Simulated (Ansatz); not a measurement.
Crystal: N.

```xyz
8
Lattice="5.5605 0.0000 0.0000 0.0000 5.5605 0.0000 0.0000 0.0000 5.5605" Properties=species:S:1:pos:R:3 pbc="T T T"
N     0.3192    2.4611    3.0994
N     2.4611    3.0994    0.3192
N     3.0994    0.3192    2.4611
N     5.2414    5.2414    5.2414
N     5.2414    3.0994    2.4611
N     3.0994    2.4611    5.2414
N     2.4611    5.2414    3.0994
N     0.3192    0.3192    0.3192
```

Base run:

```yaml
Program: Ansatz 0.2.0
Functional: PBE
Potentials_or_basis: Ansatz PAW
Cutoff: 420 eV
Density_cutoff: 1680 eV
k_mesh: 5 × 5 × 5
Occupations: fermi-dirac, width 0.05 eV
Spin: no spin polarisation
```

Its results: band gap on the k mesh 7.28 eV, indirect (least direct gap 7.31 eV); pressure 0.0 GPa; largest force 0.602 eV/Å.

Question: The run is repeated on the same cell with these changes: functional from PBE to PBEsol. What comes out?

Answer: Band gap on the k mesh 7.24 eV, indirect (least direct gap 7.27 eV); pressure -0.7 GPa; largest force 0.875 eV/Å.

PBEsol binds more tightly than PBE, so the same cell stands under less pressure.

Caveats: odd divisions of the mesh miss points on the zone boundary, where band edges often lie, so the gap on the mesh can be too wide (some runs); the PAW data sets come from PBE, with cores solved anew for the run's functional, which leaves a small shift of forces and pressure (some runs).

Not every run made on this cell is shown here.
